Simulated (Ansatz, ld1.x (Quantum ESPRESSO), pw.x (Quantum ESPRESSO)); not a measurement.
# Pd (bcc): variants of one TM potential in the solid

palladium (Pd), norm-conserving Troullier–Martins (Kleinman–Bylander form), made with ld1.x (Quantum ESPRESSO) 7.5 (PBE, scalar-relativistic). Core [Kr], reference 4d10 5s0 5p0. Waves: 5s (bound, empty): rc 2.95 bohr; 5p (bound, empty): rc 3.05 bohr; 4d (bound): rc 1.45 bohr. Local part: all-electron potential smoothed inside 2.00 bohr (lloc = -2). Core correction: a·sin(br)/r model core inside 0.90 bohr.

Crystal test: bcc Pd in pw.x 7.5, no spin, 15³ k-points, Fermi–Dirac smearing 0.01 Ry, cutoffs set for each file from its atomic test. The reference is all-electron LAPW (Ansatz 0.2.0) with the same functional, mesh and smearing; V0 and B0 come from Birch–Murnaghan fits to the pressures at five volumes. Errors are pseudo minus all-electron; Δ is the rms difference of the E(V) curves that follow from these fits, minima aligned, over ±6 % about the mean V0. Mesh and smearing are coarse, so the numbers serve the comparison and aren't converged zero-temperature values; the lattice is a test structure that the element need not adopt.

All-electron: a0 = 3.140 Å (V0 = 15.49 Å³/atom), B0 = 161.1 GPa.

Base: The largest radius (3.05 bohr) exceeds half the bond length (2.57 bohr), so the spheres overlap, which is one possible source of error among others. Atomic configuration tests: 1 of 7 tests not solved or not reliable. The logarithmic derivative shows an extra or strongly shifted pseudo pole above the reference energy (s near 1.72 Ry).

1 further variants are left out: they gave no file fit for a test, a broken result, the same result as the base, or pressures whose basis-set error rivals the error shown.

A dash in a converged row means that the minimum lies outside the volumes sampled.

| change | cutoffs (Ry) | pw.x | a0 (Å) | a0 error (%) | B0 error (%) | Δ (meV/atom) | mean pressure error (GPa) |
| --- | --- | --- | --- | --- | --- | --- | --- |
| base | 110/440 | converged | 3.153 | +0.41 | -4.4 | 6.6 | +1.97 |
| all radii but the core radius scaled by about 0.74 (s 2.20, p 2.26, d 1.08 bohr); local potential all-electron potential smoothed inside 1.48 bohr (lloc = -2) | 170/680 | converged; bound ghost | – | – | – | – | -44.23 |
| wave 5p (bound): rc 3.05 bohr becomes 5p (bound): rc 3.00 bohr | 100/400 | converged | 3.154 | +0.42 | -4.4 | 6.7 | +1.98 |
| local potential all-electron potential smoothed inside 1.50 bohr (lloc = -2) | 100/400 | converged; bound ghost | – | – | – | – | -44.95 |

(1) Give the row for: local potential the s channel.

Answers

(1) pw.x: converged; mean pressure error (GPa): +5.24; a0 (Å): 3.174; a0 error (%): +1.06; B0 error (%): -6.7; Δ (meV/atom): 17.0.
